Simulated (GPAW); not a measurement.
Wanted: an ASE script for a GPAW 26.7.0 run.

```yaml
Task: single point
Functional: PBE
Potentials_or_basis: GPAW PAW data sets (gpaw-data 1.2.1)
Cutoff: 600 eV
Basis: pw
k_mesh: 8 × 8 × 8
Occupations: fermi-dirac, width 0.05 eV
Spin: no spin polarisation
Maxiter: 150
```

Sr:

```xyz
1
Lattice="-2.3802 2.4776 2.4247 2.3779 -2.5186 2.4635 2.3656 2.5040 -2.4657" Properties=species:S:1:pos:R:3 pbc="T T T"
Sr   -0.0510   -0.0162    0.0820
```

The cell isn't the ideal one: cell strained at random at fixed volume.

The input as run:

run.py

```python
from ase import Atoms
from ase.dft.bandgap import bandgap
from ase.io import write
from ase.units import GPa
from gpaw import GPAW, PW

atoms = Atoms(['Sr'],
              cell=[[-2.380167, 2.477591, 2.424693],
                    [2.377946, -2.518589, 2.46347],
                    [2.365612, 2.504034, -2.465691]],
              scaled_positions=[[0.013603, 0.005981, -0.013902]],
              pbc=True)

calc = GPAW(mode=PW(600),
            xc='PBE',
            kpts={'size': (8, 8, 8), 'gamma': True},
            occupations={'name': 'fermi-dirac', 'width': 0.05},
            nbands=12,
            convergence={'density': 1e-05, 'energy': 1e-05},
            maxiter=150,
            txt='gpaw.txt')
atoms.calc = calc
energy = atoms.get_potential_energy()
forces = atoms.get_forces()
stress = atoms.get_stress()
calc.write('gs.gpw')
write('result.traj', atoms)
print(f'Energy: {energy:.6f} eV')
print('Forces (eV/A):')
print(forces.round(4))
print('Stress (GPa):', (stress / GPa).round(3))
print('Fermi level:', round(calc.get_fermi_level(), 4), 'eV')
print(f'Gap: {bandgap(calc)[0]:.4f} eV, direct: {bandgap(calc, direct=True)[0]:.4f} eV')
```

Potentials or basis: GPAW PAW data sets (gpaw-data 1.2.1), pw.

Launch:

```console
$ OMP_NUM_THREADS=1 python run.py
```

It gave:

```json
{
 "Pressure": "-0.6 GPa",
 "Band gap on the k mesh": "none (metal or under the smearing width)"
}
```

Caveat: the cell was measured hot, at 901 K.

Wall time 99 s on 1 thread of AMD EPYC 7R43 64-Core Processor (Zen 3), with other jobs on the host, peak memory 0.31 GiB.
